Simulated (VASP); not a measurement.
Here is a VASP 6.6.1 calculation.

Contents of INCAR:

```
SYSTEM = Hf
PREC = Accurate
ENCUT = 600
EDIFF = 1E-6
ISMEAR = 1
SIGMA = 0.1
LREAL = .False.
LASPH = .True.
NELM = 80
ALGO = Normal
ISIF = 3
LWAVE = .False.
LCHARG = .False.
METAGGA = R2SCAN
LMIXTAU = .True.
IBRION = 2
NSW = 40
EDIFFG = -0.02
```

The input KPOINTS:

```
Automatic mesh
0
Gamma
  10 10 10
  0 0 0
```

Contents of POSCAR:

```
Hf
1.0
    0.0000000000      2.2200000000      2.2200000000
    2.2200000000      0.0000000000      2.2200000000
    2.2200000000      2.2200000000      0.0000000000
Hf
1
Direct
    0.0000000000      0.0000000000      0.0000000000
```

Potentials or basis: VASP PAW PBE potentials, release 64 (Hf_pv).

Command:

```console
$ cat potpaw_PBE.64/Hf_pv/POTCAR > POTCAR
$ mpirun -np 1 vasp_std > vasp.out
```

Task: Predict the band gap on the k mesh.

Result: None (metal or under the smearing width).

Task: Estimate the relaxed volume.

Result: 22.30 Å³/atom.

Step by step:
```csv
step,energy change (eV),largest force (eV/Å),pressure (GPa),volume (Å³)
1,0.0000,0.0000,1.82,21.88
2,-0.0005,0.0000,-1.51,22.68
3,-0.0023,0.0000,-0.01,22.30
```

Caveat: the PAW data sets were made with another functional, which shifts forces and pressure a little. Zero-point motion and thermal expansion aren't in these numbers.
